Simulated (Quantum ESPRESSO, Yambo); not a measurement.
An input for Yambo 5.3.0 (CdSe (F-43m)):

```
HF_and_locXC
gw0
dyson
ppa
em1d
rim_cut
RandQpts= 1000000
RandGvec= 1 RL
EXXRLvcs= 104 Ry
VXCRLvcs= 416 Ry
Chimod= "HARTREE"
% BndsRnXp
 1 | 173 |
%
NGsBlkXp= 15.5 Ry
% LongDrXp
 1 | 1 | 1 |
%
% GbndRnge
 1 | 173 |
%
DysSolver= "n"
ExtendOut
PPAPntXp= 27.21138 eV
% QPkrange
 1 | 1 | 21 | 24 |
%
```

```sh
OMP_NUM_THREADS=1 mpirun -n 4 yambo -F gw1.in -J gw1 -C gw1 > gw1.log
```

The stored states that it reads are on a 4×4×4 mesh. It takes space group F-43m (No. 216, cubic). Conventional cell: a = 6.141 Å, b = 6.141 Å, c = 6.141 Å, α = 90.00°, β = 90.00°, γ = 90.00°. Cd has 4 Se at 2.66 Å nearest. Nearest to Se lie 4 Cd at 2.66 Å. Farther neighbours and most contacts between anions are not listed.

Q: Estimate wall time and host memory on 4 MPI ranks of Arm Neoverse V1, shared host.

It took 7.7 min; on shared hardware allow 3.8 min to 15 min. Peak host memory was 2.4 GiB.

The screening grows as filled bands × empty bands × pairs of k points, times the square of the screening basis for the matrix.

[Paths, hosts, dates, memory and timing lines, banners, echoed tables and standing remarks are left out of the program output.]

[Logs are printed without paths, hosts, clocks, repeated set-up lines and the standing remarks that a program may print on its own settings, such as how far it seeks lower states.]

[Runs of the session that timed out or met a known fault of the program may be left out.]

[Hosts, paths, dates, database ids (printed as entryN), source tags and the programs' standing remarks are cut or masked in the printed files.]
